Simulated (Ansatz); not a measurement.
SnSe (h-MgO type) was relaxed with 3 functionals in the plane-wave code Ansatz, cell and atoms free, the symmetry of the start kept (meshes: PBE 6×6×4, r2SCAN 6×6×4, PBEsol 6×6×4). (Calculated; spin-unpolarised; the phase may be known or hypothetical.)

The PBEsol result:
```
Sn Se
1.0
     5.01457    0.00000    0.00000
    -2.50729    4.34275    0.00000
     0.00000    0.00000    6.01186
Sn Se
2 2
Cartesian
  0.0000 2.8952 1.5030
  2.5073 1.4476 4.5089
  2.5073 1.4476 1.5030
  0.0000 2.8952 4.5089
```

Space group P6_3/mmc (No. 194), hexagonal; a = 5.015 Å, c = 6.012 Å in the conventional setting, 32.73 Å³ an atom. Sn is surrounded by 5 Se at 2.90–3.01 Å; Se is surrounded by 5 Sn at 2.90–3.01 Å.

Q: Order the functionals by the relaxed volume, smallest first.
A. PBE
B. PBEsol
C. r2SCAN

A: B (32.73 Å³/atom), C (33.73 Å³/atom), A (34.49 Å³/atom).

Q: What lattice does PBE give?

A: a = 5.100 Å, c = 6.125 Å; the volume differs by +5.4 % from PBEsol's. Around Sn lie 5 Se at 2.94–3.06 Å; around Se lie 5 Sn at 2.94–3.06 Å.

Q: How does the cell change with r2SCAN?

A: a = 5.064 Å, c = 6.073 Å; the volume differs by +3.0 % from PBEsol's. Sn has 5 Se at 2.92–3.04 Å; Se has 5 Sn at 2.92–3.04 Å.

Q: Held at the r2SCAN cell, what mean stress does PBE find, and does its sign point to its own minimum?

A: Yes. PBE +0.87 GPa, and its relaxed volume is +2.3 % from r2SCAN's. Compression counts positive, so a positive stress asks for a larger cell.
